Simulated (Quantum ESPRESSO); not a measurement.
# PbS (Galena) (Fm-3m) in Quantum ESPRESSO: settings compared, part 4 of 4

Quantum ESPRESSO 7.5. The steps go on from the part before.

### Step 7. Summary

| level | potentials or basis | k mesh | form of the LDA correlation | mesh quality | pressure (GPa) |
| --- | --- | --- | --- | --- | --- |
| PBEsol | PseudoDojo 0.4.1 SR PBEsol standard | 8 × 8 × 8, shifted | - | not flagged | -0.8 |
| WC | PseudoDojo 0.4.1 SR PBE standard | 8 × 8 × 8, shifted | - | not flagged | -0.7 |
| BLYP | PseudoDojo 0.4.1 SR PBE standard | 8 × 8 × 8, shifted | - | not flagged | 6.1 |
| AM05 | PseudoDojo 0.4.1 SR PBE standard | 8 × 8 × 8, shifted | - | not flagged | -0.2 |
| LDA | PseudoDojo 0.4.1 SR LDA standard | 2 × 2 × 2, shifted | PW92 | coarse | -5.4 |

Alike in all rows: task dielectric tensor; no spin polarisation; cell as given; cutoff (eV) 762; smearing fermi-dirac 0.05 eV.

Caveats: some runs use coarse meshes; the potentials were made for another functional, which shifts forces and pressure (some runs); the cell is more than 3 GPa from zero pressure, which shifts response properties (some runs).

Absolute energies hang on the potentials; compare differences alone.

### Step 8. How close it comes

Step 2. A measured high-frequency dielectric constant of PbS is 17.2 (300 K; a printed reference work, monograph); the calculated 17.50 misses it by +1.8 %.

Step 3. A measured high-frequency dielectric constant of PbS is 17.2 (300 K; a printed reference work, monograph); the calculated 17.75 misses it by +3.2 %.

Step 4. Measured high-frequency dielectric constant of PbS: 17.2 (300 K; a printed reference work, monograph). This calculation gives 15.72 (-8.6 %).

Step 5. Measured high-frequency dielectric constant of PbS: 17.2 (300 K; a printed reference work, monograph). This calculation gives 17.14 (-0.4 %).
